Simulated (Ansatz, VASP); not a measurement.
FeO (Wuestite): VASP beside Ansatz

Contents of INCAR:

```
SYSTEM = FeO
  PREC = Accurate
  ENCUT = 520
  EDIFF = 1E-7
  ISMEAR = -1
  SIGMA = 0.05
  LREAL = .False.
  LASPH = .True.
  NELM = 150
  ALGO = Normal
  ISIF = 2
  LWAVE = .False.
  LCHARG = .False.
  ISPIN = 2
  MAGMOM = 3 0
  LORBIT = 11
  LMAXMIX = 4
  GGA = CA
  NBANDS = 18
```

KPOINTS

```
regular mesh
0
Gamma
  11 11 11
  0 0 0
```

File POSCAR:

```
FeO
1.0
    0.0000000000      2.1696745882      2.1696745882
    2.1696745882      0.0000000000      2.1696745882
    2.1696745882      2.1696745882      0.0000000000
Fe O
1 1
Direct
    0.0000000000      0.0000000000      0.0000000000
    0.5000000000      0.5000000000      0.5000000000
```

File input.yaml:

```yaml
crystal:
  lattice:
    - [0.0, 2.1696745882, 2.1696745882]
    - [2.1696745882, 0.0, 2.1696745882]
    - [2.1696745882, 2.1696745882, 0.0]
  atoms:
    - { symbol: Fe, position: [0.0, 0.0, 0.0], spin: 3.0 }
    - { symbol: O, position: [0.5, 0.5, 0.5] }
kpoints:
  mp_grid: { grid: [11, 11, 11] }
scf:
  occupations: { method: fermi_dirac, width: 0.05 }
hamiltonian:
  xc: lda
  pseudopotentials: { kind: all_electron, lapw: { basis_error: 0.001 } }
magnetization:
  spin_polarized: true
output:
  forces: true
  stress: true
  eigenvalues: true
```

Change from the starting cell: volume scaled by 1.02.

Alike in both runs: task single point; functional LDA; k mesh 11 × 11 × 11; occupations fermi-dirac, width 0.05 eV; collinear spin.

|  | VASP | Ansatz |
| --- | --- | --- |
| version | VASP 6.6.1 | Ansatz 0.2.0 |
| potentials or method | VASP PAW LDA potentials, release 64 (Fe, O) | all-electron LAPW, scalar-relativistic |
| plane-wave cutoff (eV) | 520 | see its input |

```tsv
	VASP	Ansatz	Ansatz less VASP
gap on the k mesh at the Fermi level (eV)	none	none	-
pressure (GPa)	-18.3	-18.6	-0.30
net moment per atom (μB)	2.00	2.00	+0.002
size of the moment on the site where the two differ most (μB)	0.31	0.34	+0.021
```

Site moments also hang on the region over which each program counts them. A gap of «none» marks a metal or a gap that the smearing closes. Ansatz ran all-electron here, so the differences hold the error of VASP's frozen core and of both bases.

Caveats: a cell with one magnetic atom can't hold antiferromagnetic order, which such compounds often take; semilocal functionals often make such compounds metallic where correlation or magnetic order opens a gap, which also shifts bond lengths; so large a pressure means that the cell lies far from this level's equilibrium, or that cutoff or potentials fall short (VASP).
